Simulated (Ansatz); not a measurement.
# Cr (Chromium): the cost of one run

Computed with Ansatz 0.2.0 (DFT PBE, with the methods named in each step, unless a step's input says otherwise).

1 further run of the same task is left out (it didn't finish).

### 1 Starting point

The structure is hexagonal, space group P6_3/mmc (No. 194). Conventional cell: a = 2.714 Å, b = 2.714 Å, c = 4.410 Å, α = 90.00°, β = 90.00°, γ = 120.00°. Around Cr (site symmetry -6m2) lie 12 Cr at 2.71 Å.

Structure file:

```cif
data_structure
_symmetry_space_group_name_H-M 'P 1'
_symmetry_Int_Tables_number 1
_cell_length_a 2.7140
_cell_length_b 4.7008
_cell_length_c 5.1782
_cell_angle_alpha 63.006
_cell_angle_beta 74.808
_cell_angle_gamma 90.000
_cell_volume 56.26
loop_
_atom_site_label
_atom_site_type_symbol
_atom_site_fract_x
_atom_site_fract_y
_atom_site_fract_z
_atom_site_occupancy
Cr1 Cr 0.87500 0.20833 0.25000 1
Cr2 Cr 0.37500 0.70833 0.25000 1
Cr3 Cr 0.12500 0.79167 0.75000 1
Cr4 Cr 0.62500 0.29167 0.75000 1
```

Elk's input and logs are in atomic units (hartree, bohr).

Atoms are numbered in the order of the input: Cr1, Cr2, Cr3, Cr4.

### 2 Collinear moments without spin-orbit coupling, PAW

File input.yaml:

```yaml
crystal:
  lattice:
    - [2.714, 0.0, 0.0]
    - [0.0, 4.7007858918, 0.0]
    - [1.357, 2.3503929459, 4.41]
  atoms:
    - { symbol: Cr, position: [0.875, 0.2083333334, 0.25], spin: 3.0 }
    - { symbol: Cr, position: [0.375, 0.7083333334, 0.25], spin: 3.0 }
    - { symbol: Cr, position: [0.125, 0.7916666666, 0.75], spin: -3.0 }
    - { symbol: Cr, position: [0.625, 0.2916666666, 0.75], spin: -3.0 }
magnetization:
  spin_polarized: true
kpoints:
  mp_grid: { grid: [10, 10, 10] }
scf:
  occupations: { method: fermi_dirac, width: 0.05 }
  lower_state_search: "off"
hamiltonian:
  xc: pbe
  pseudopotentials: { kind: paw }
output:
  forces: true
  stress: true
  eigenvalues: true
  write_density: true
  write_potential: true
  elf: true
  volumetric_format: npy
```

The run is started by

```
$ ansatz run input.yaml --threads 2 --pin off --max-ram 6144MiB --backend cpu --events-out ev --progress --plain --runs-dir out
```

Q: Estimate wall time and peak memory on 2 threads of Intel Xeon Platinum 8259CL at 2.50GHz (Skylake/Cascade Lake), shared host.

About 97 s, with a peak of 0.81 GiB.
